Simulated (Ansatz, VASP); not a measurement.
One calculation of Te, two programs

File POSCAR:

```
Te
1.0
    4.4540000000      0.0000000000      0.0000000000
   -2.2270000000      3.8572771485      0.0000000000
    0.0000000000      0.0000000000      5.9240000000
Te
3
Direct
    0.7310000000      0.7310000000      0.0000000000
    0.0000000000      0.2690000000      0.6666666667
    0.2690000000      0.0000000000      0.3333333333
```

The input INCAR.step1:

```
PREC     = Accurate       # precision mode
ENCUT    = 520            # plane-wave cutoff, eV
ISMEAR   = -1             # smearing method
SIGMA    = 0.05           # smearing width, eV
LREAL    = False          # projectors in reciprocal space
LASPH    = True           # aspherical terms in the spheres
NELM     = 60             # most SCF steps
NBANDS   = 16             # bands
GGA      = PE             # functional
ALGO     = Normal         # electronic algorithm
EDIFF    = 1E-4           # SCF threshold, eV
LWAVE    = True           # write WAVECAR
LCHARG   = False          # write CHGCAR
```

Contents of INCAR.step2:

```
PREC     = Accurate       # precision mode
ENCUT    = 520            # plane-wave cutoff, eV
EDIFF    = 1E-7           # SCF threshold, eV
ISMEAR   = -1             # smearing method
SIGMA    = 0.05           # smearing width, eV
LREAL    = False          # projectors in reciprocal space
LASPH    = True           # aspherical terms in the spheres
NELM     = 60             # most SCF steps
ALGO     = Normal         # electronic algorithm
ISIF     = 2              # what is computed and relaxed
LWAVE    = False          # write WAVECAR
LCHARG   = True           # write CHGCAR
METAGGA  = R2SCAN         # meta-GGA
LMIXTAU  = True         
LELF     = True           # ELF
LVHAR    = True         
NBANDS   = 16             # bands
ISTART   = 1
```

The input KPOINTS:

```
Automatic mesh
0
Gamma
  7 7 5
```

Contents of input.yaml:

```yaml
crystal:
  lattice:
    - [4.454, 0.0, 0.0]
    - [-2.227, 3.8572771485, 0.0]
    - [0.0, 0.0, 5.924]
  atoms:
    - { symbol: Te, position: [0.731, 0.731, 0.0] }
    - { symbol: Te, position: [0.0, 0.269, 0.6666666667] }
    - { symbol: Te, position: [0.269, 0.0, 0.3333333333] }
hamiltonian:
  xc: r2scan
  pseudopotentials: { kind: paw }
kpoints:
  mp_grid: { grid: [7, 7, 5] }
scf:
  occupations: { method: fermi_dirac, width: 0.05 }
output:
  forces: true
  stress: true
  eigenvalues: true
```

Alike in both runs: task single point; functional r2SCAN; k mesh 7 × 7 × 5; occupations fermi-dirac, width 0.05 eV; no spin polarisation.

```csv
,VASP,Ansatz
version,VASP 6.6.1,Ansatz 0.2.0
potentials or method,"VASP PAW PBE potentials, release 64 (Te)",Ansatz PAW
plane-wave cutoff (eV),520,500
valence electrons in the cell,18,48
```

Ansatz gave:

- gap on the k mesh at the Fermi level (eV): 0.76
- least direct gap on the mesh (eV): 0.95
- pressure (GPa): 0.9
- rms of the force components (eV/Å): 0.051

Estimate VASP's values.

gap on the k mesh at the Fermi level (eV): 0.75; least direct gap on the mesh (eV): 0.93; pressure (GPa): 0.9; rms of the force components (eV/Å): 0.036.

Atom by atom the forces differ by 0.016 eV/Å (rms over components). The functional is the same, so the differences come from potentials, cutoffs and numerics. The two sets of potentials don't hold the same shells in valence.

Caveats: spin-orbit coupling is left out, which moves the levels of the heavy elements; the PAW data sets were made with another functional, which shifts forces and pressure a little (VASP); an odd mesh through Γ misses points on the zone boundary, where band edges often lie (VASP); odd divisions of the mesh miss points on the zone boundary, where band edges often lie, so the gap on the mesh can be too wide (Ansatz); the PAW data sets come from PBE, with cores solved anew for the run's functional, which leaves a small shift of forces and pressure (Ansatz).
